PBEsol-D3(BJ) looks like the row that ought to win. PBEsol is a gradient-corrected functional made to give better lattice constants of solids, and D3(BJ) adds the dispersion attraction that such functionals lack. Yet the two together make the rhodium crystal 0.586 Å³ per atom too small, the largest miss in the table. Each correction is reasonable by itself, but both pull the atoms closer, and PBEsol leaves little or no excess volume for a second pull to remove.

Kohn-Sham DFT of fcc rhodium in ABACUS, Ansatz and JDFTx, without spin polarization or spin-orbit coupling, with Fermi-Dirac smearing of 0.05 eV; basis is the plane-wave cutoff. Static-lattice volumes are from cell relaxation with Pulay-corrected stress (both D3(BJ) rows, HSE06) or energy-volume fits (other rows). The measured volume is 13.751 Å³/atom.

```
       method    rung  program                         potentials    basis                k mesh  equilibrium volume (Å³/atom)  computed less measured (Å³/atom)
      B86bPBE     GGA   ABACUS  PseudoDojo NC SR 0.5 PBE standard  1211 eV  10x10x10 1-atom cell                        14.181                             0.430
   PBE-D3(BJ)     GGA   Ansatz                         Ansatz PAW   420 eV  12x12x12 1-atom cell                        13.639                            -0.112
PBEsol-D3(BJ)     GGA   Ansatz                         Ansatz PAW   420 eV  12x12x12 1-atom cell                        13.165                            -0.586
         RPBE     GGA    JDFTx     PseudoDojo SR PBE 0.5 standard  1197 eV  12x12x12 1-atom cell                        14.315                             0.564
        HSE06  hybrid   Ansatz                         Ansatz PAW   420 eV     6x6x6 1-atom cell                        13.545                            -0.206
       HSEsol  hybrid   Ansatz                         Ansatz PAW   420 eV     6x6x6 1-atom cell                        13.225                            -0.526
```

The first row shows the opposite error. B86bPBE gives 14.181 Å³ per atom, about 3 % above the measured volume. No dispersion term is added to it here. Its excess volume comes, by the standard argument, from the way in which a GGA treats exchange.

A GGA multiplies the exchange energy of a uniform electron gas by an enhancement factor. This factor grows with the reduced gradient, which measures how fast the density changes relative to its own size. When the atoms move apart, the density between them thins out and the reduced gradient there rises. A functional whose factor climbs steeply therefore gains more exchange energy on expansion, and its crystal settles at a larger volume. B86bPBE climbs somewhat faster than PBE, PBEsol clearly more slowly.

The next two rows put this to use under equal settings. Going from PBE-D3(BJ) to PBEsol-D3(BJ) shrinks the volume by 0.474 Å³ per atom, as the flatter enhancement factor suggests. The step is not a pure measure of the gradient term, because the damping of D3 is normally adjusted to each functional. It is nevertheless large: the choice between two functionals of the same rung and similar cost moves the volume by more than 3 %.

PBE-D3(BJ) itself comes closest to the measurement, at 0.112 Å³ per atom below it. That closeness is probably a cancellation. Plain PBE is known to make 4d metals such as rhodium somewhat too large, and D3 draws them together again. D3 sums attractions between pairs of atoms and takes little account of the conduction electrons, which screen such attractions in a metal. The result is a useful volume for rhodium, but weak evidence that the dispersion in the metal is described correctly.

RPBE, the fourth row, has the steepest enhancement factor of the four GGAs at moderate reduced gradients, and it gives the largest volume. It lies 0.564 Å³ per atom too high, again with no dispersion term to pull it back. Its lead over B86bPBE should not be read too finely, since the two rows come from different programs and both use potentials made for PBE. The excess over the measurement is more than four times that lead.

Whether such an error matters depends on what the calculation is for, and the RPBE row can be turned into a pressure. Let $V_0$ be the computed equilibrium volume, $V$ the measured one, $B_0$ the bulk modulus at $V_0$ and $B_0'$ its derivative with pressure. If the modulus grows linearly with pressure, integrating $dP/d\ln V=-(B_0+B_0'P)$ from $V_0$ gives Murnaghan's equation:

$$P(V)=\frac{B_0}{B_0'}\left[\left(\frac{V_0}{V}\right)^{B_0'}-1\right]$$

The energy curve of the RPBE run gives $B_0=236$ GPa and $B_0'=5.35$. With $V_0=14.315$ and $V=13.751$ Å³ per atom,

$$P=\frac{236}{5.35}\left[\left(\frac{14.315}{13.751}\right)^{5.35}-1\right]\approx 10.6\ \text{GPa}$$

An RPBE crystal held at the measured volume thus pushes outward with about 11 GPa. The same formula gives −11.1 GPa for HSEsol, which pulls inward, while the stresses computed in that run interpolate to −11.0 GPa. This agreement shows that the formula is good enough over a few per cent of volume; it does not test the functional. The formula also leaves out the motion of the atoms, which swells the real crystal. Even a perfect static calculation would therefore pull slightly inward at the measured volume, so the error of the functional itself is somewhat larger than the figure for RPBE and somewhat smaller than that for HSEsol.

In energy, the same mismatch looks harmless. Near its minimum the energy rises with the square of the volume error, so squeezing the RPBE crystal to the measured volume costs only about 0.02 eV per atom. Pressure rises in direct proportion to the error and shows it at once. For energies, it is therefore sensible to keep each functional at its own equilibrium volume, where even this small strain energy disappears. For stresses, forcing a functional onto the measured lattice builds in a false load of 2 to 3 GPa for each per cent of volume.

The volume error also matters when a rhodium film is placed on another material. The cubic edge changes by about a third of the percentage error in volume, so RPBE makes it 1.3 % too long and PBEsol-D3(BJ) makes it 1.4 % too short. A real lattice misfit between film and substrate may be no larger than that. PBE-D3(BJ) misses the edge by only 0.3 %, which makes it the better starting point, provided that it describes the substrate equally well.

The last two rows climb to hybrid functionals, which replace a quarter of the short-range GGA exchange by exact exchange. HSE06, built on PBE, lands 0.206 Å³ per atom below the measurement without any dispersion term. Since plain PBE tends to err on the large side, the exact exchange probably supplies a contraction here. A possible reason, which these rows do not test, is that it removes part of the spurious repulsion of each 4d electron with itself and so draws the d shell inward. A tighter shell repels its neighbours less but also bonds to them less, so this argument alone does not fix the direction of the change.

HSEsol seems to repeat the story of PBEsol-D3(BJ) by another route. It starts from the compact PBEsol, exact exchange probably contracts the crystal further, and it ends 0.526 Å³ per atom too small. Both ways of improving PBEsol, by dispersion or by exact exchange, thus overshoot in rhodium. The same additions suit PBE better because PBE begins with volume to spare.

The functional on which a hybrid is built still matters, though less than in the GGA pair. From HSE06 to HSEsol the volume falls by 0.320 Å³ per atom, about two thirds of the corresponding GGA step. Some reduction is natural, because the exact exchange is the same recipe in both hybrids and replaces part of what made their parents differ. A quarter of the exchange does not by itself explain a cut of a third. The rest cannot be assigned from these rows, because the two pairs also differ in D3 and in k mesh.

Between these rows, the step from GGA to hybrid does not even keep its sign. From PBE-D3(BJ) to HSE06 it falls by 0.094 Å³ per atom, whereas from PBEsol-D3(BJ) to HSEsol it rises by 0.060. Each of these steps adds exact exchange, drops D3 and coarsens the k mesh at the same time, so neither is the effect of the hybrid alone. Dropping D3 lets the crystal expand, while exact exchange probably contracts it, and the sign depends on which change is larger. Both are small beside the change from a PBE-type to a PBEsol-type functional.

Differences as small as these also meet the limits of the comparison. The calculations hold the atoms still, while thermal and zero-point motion swell the real crystal by roughly 0.1 Å³ per atom, an outside estimate that these runs do not compute. A perfect static calculation should therefore fall slightly below the measured volume, as PBE-D3(BJ) and HSE06 do. With this allowance they remain the two best rows, and RPBE replaces PBEsol-D3(BJ) as the worst.

The price of the two best rows is very different. D3 adds almost nothing to a GGA calculation, whereas exact exchange couples the electrons at each k point with those at every other. Refining a mesh from 6×6×6 to 12×12×12 gives 8 times as many points but 64 times as many pairs, before symmetry reduces either number. That makes a coarse mesh tempting for a hybrid, yet a metal needs a fine one to resolve its Fermi surface, and the convergence of the hybrid volumes with the mesh has not been shown.

For the volume of rhodium, then, PBE-D3(BJ) is the economical choice among these rows, which offer no gain in accuracy that would pay for HSE06. Its success probably rests on a cancellation, so it should not be carried over to another metal untested. Plain PBEsol, which is missing here, costs no more and would be the natural rival. If a hybrid is needed for another property, HSE06 distorts the lattice much less than HSEsol. A hybrid is not automatically the better method for a metal, however: such functionals are known to make the cohesive energies of many transition metals too small. The name of the rung is thus a poor guide. It is more useful to ask whether the underlying functional makes the crystal too large, and whether the next ingredient pulls it back or pushes it past the mark.
